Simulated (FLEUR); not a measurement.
Fe:

```xyz
2
Lattice="2.4342 0.0000 0.0000 -1.2171 2.1080 0.0000 0.0000 0.0000 3.8419" Properties=species:S:1:pos:R:3 pbc="T T T"
Fe    1.2171    0.7027    2.8815
Fe    0.0000    1.4054    0.9605
```

This isn't the form of Fe at room conditions, which is bcc.

Base run:

| Item | Value |
| --- | --- |
| Program | FLEUR MaX-R8.1 (later development tree) |
| Functional | PBEsol |
| Potentials or basis | all-electron |
| Basis | FLAPW |
| Kmax | 4.76 1/bohr |
| k mesh | 10 × 10 × 6 |
| Occupations | fermi-dirac, width 0.05 eV |
| Spin | collinear spin, ferromagnetic start |
| Starting moments | [3.0, 3.0] μB |
| Hubbard terms | Fe d U = 4 eV |

Its results: band gap on the k mesh none (metal or under the smearing width); net moment 5.52 μB per cell; site moments Fe +2.83 μB.

Q: The run is repeated on the same cell with these changes: hubbard terms from Fe d U = 4 eV to Fe d U = 8 eV. What comes out?

A: Band gap on the k mesh none (metal or under the smearing width); net moment 6.17 μB per cell; site moments Fe +3.15 μB.

Caveats: the U is typed as a test and isn't derived for this compound.
